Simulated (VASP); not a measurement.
Wanted: the native input for a VASP 6.6.1 run.

| Property | Result |
| --- | --- |
| Task | Born charges and dielectric tensor |
| Functional | LDA |
| Potentials or basis | VASP PAW LDA potentials, release 64 (Al, N) |
| Cutoff | 600 eV |
| k mesh | 12 × 12 × 12 |
| Occupations | gaussian, width 0.02 eV |
| Spin | no spin polarisation |
| Further INCAR settings | ALGO = Fast; EDIFF = 1e-08; IBRION = 8; NSW = 1 |

The structure of AlN lies in POSCAR:

```
AlN
1.0
    0.0000000000      2.0068500000      2.0068500000
    2.0068500000      0.0000000000      2.0068500000
    2.0068500000      2.0068500000      0.0000000000
Al N
1 1
Direct
    0.5000000000      0.5000000000      0.5000000000
    0.0000000000      0.0000000000      0.0000000000
```

Measurements of this composition are mostly on another form, of space group No. 186.

These files were run (other wordings do the same):

INCAR

```
  ALGO = Fast
  EDIFF = 1E-8
  ENCUT = 600
  IBRION = 8
  ISIF = 2
  ISMEAR = 0
  LASPH = True
  LCHARG = False
  LEPSILON = True
  LREAL = False
  LWAVE = False
  NELM = 100
  NSW = 1
  PREC = Accurate
  SIGMA = 0.02
```

KPOINTS

```
k-points
0
Gamma
  12 12 12
```

Potentials or basis: VASP PAW LDA potentials, release 64 (Al, N).

Launch:

```sh
$ cat potpaw_LDA.64/Al/POTCAR potpaw_LDA.64/N/POTCAR > POTCAR
$ mpirun -np 1 vasp_std > vasp.out
```

It gave:

The band gap on the k mesh is 4.67 eV, indirect (least direct gap 6.09 eV). The electronic dielectric tensor (diagonal) is 5.03 and the born charges (mean of the diagonal) is Al +2.94; N -2.94 e. The highest phonon frequency at Γ, LO-TO splitting left out is 482 cm⁻¹.

Run time: 71 s on 1 thread of Intel(R) Xeon(R) Platinum 8488C (Sapphire Rapids), on a shared host, peak memory 0.19 GiB.
